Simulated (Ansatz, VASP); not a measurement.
# BP: VASP beside Ansatz

INCAR

```
SYSTEM = BP
PREC = Accurate
ENCUT = 520
EDIFF = 1E-6
ISMEAR = -1
SIGMA = 0.02
LREAL = .False.
LASPH = .True.
NELM = 80
ALGO = Normal
ISIF = 2
LWAVE = .False.
LCHARG = .False.
GGA = PE
NBANDS = 11
```

File KPOINTS:

```
regular mesh
0
Gamma
  5 5 5
  0 0 0
```

Contents of POSCAR:

```
BP
1.0
    2.7080526412      0.0000000000      0.0000000000
    0.0000000000      2.7080526412      0.0000000000
    0.0000000000      0.0000000000      2.7080526412
B P
1 1
Direct
    0.0000000000      0.0000000000      0.0000000000
    0.5000000000      0.5000000000      0.5000000000
```

Input for Ansatz:

```yaml
crystal:
  lattice:
    - [2.7080526412, 0.0, 0.0]
    - [0.0, 2.7080526412, 0.0]
    - [0.0, 0.0, 2.7080526412]
  atoms:
    - { symbol: B, position: [0.0, 0.0, 0.0] }
    - { symbol: P, position: [0.5, 0.5, 0.5] }
kpoints:
  mp_grid: { grid: [5, 5, 5] }
hamiltonian:
  xc: pbe
scf:
  occupations: { method: fermi_dirac, width: 0.02 }
  n_extra_bands: 4
output:
  forces: true
  stress: true
  eigenvalues: true
```

Alike in both runs: task single point; functional PBE; k mesh 5 × 5 × 5; occupations fermi-dirac, width 0.02 eV; no spin polarisation.

```csv
,VASP,Ansatz
version,VASP 6.6.1,Ansatz 0.2.0
potentials or method,"VASP PAW PBE potentials, release 64 (B, P)",plane waves
plane-wave cutoff (eV),520,420
valence electrons in the cell,8,8
```

VASP gave:

| Quantity | Value |
| --- | --- |
| pressure (GPa) | 0.5 |

Question: Which values does Ansatz return?

Answer: Pressure (GPa): 0.7.

Caveats: the k mesh is coarse (spacing up to 0.46 Å⁻¹), so the values aren't converged.
